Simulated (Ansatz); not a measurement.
CaSe (started from an entry of an open crystallographic database), relaxed with r2SCAN in the plane-wave code Ansatz. Space group Fm-3m (No. 225), cubic; conventional cell a = 5.935 Å, 26.13 Å³ an atom. Ca has 6 Se at 2.97 Å; Se has 6 Ca at 2.97 Å.

The axes x, y and z are those of this cell:
```
Ca Se
1.0
     0.00000    2.96753    2.96753
     2.96753    0.00000    2.96753
     2.96753    2.96753    0.00000
Ca Se
1 1
Direct
  0.00000 0.00000 0.00000
  0.50000 0.50000 0.50000
```

Unstrained: The PBE gap is indirect, 2.057 eV (Γ to X), below the direct gap of 2.980 eV at X. r2SCAN gives an indirect gap of 2.517 eV, from Γ to X; the least direct gap is 3.458 eV at X. With HSE06 the valence top lies at Γ and the conduction bottom at X, 2.999 eV higher; the smallest vertical gap, at X, is 4.032 eV. Meshes: PBE 8×8×8, r2SCAN 8×8×8, HSE06 6×6×6. Strains are changes of length per length. After each strain the atoms were relaxed again with r2SCAN within the symmetry that the strain leaves, so tilts or polar shifts that break it weren't tested; points keep the names that they have in the unstrained zone. The values are computed, spin-unpolarised, and not measurements.

(1) One strain changed the r2SCAN stress by xx +11.84, yy +11.84, zz +11.84 GPa (compression positive) and the gap by -0.470 eV (PBE), -0.472 eV (r2SCAN), -0.513 eV (HSE06). Which kind of strain was it, and roughly how large?

(2) Estimate what biaxial +3.89 % in x and y, z held does to the gap.

## Answers

(1) Isotropic -5.29 % on every length. The pattern of the stress gives the kind; the size needs the stiffness, so it is an estimate.

(2) PBE: the gap goes from 2.057 to 2.198 eV (+0.141 eV). r2SCAN: the gap goes from 2.517 to 2.657 eV (+0.140 eV). HSE06: the gap goes from 2.999 to 3.144 eV (+0.145 eV). The r2SCAN energy rises by 29.3 meV an atom.

Spin-orbit coupling is left out.

The meshes of the hybrids are coarse, so their gaps aren't converged to the digits shown.
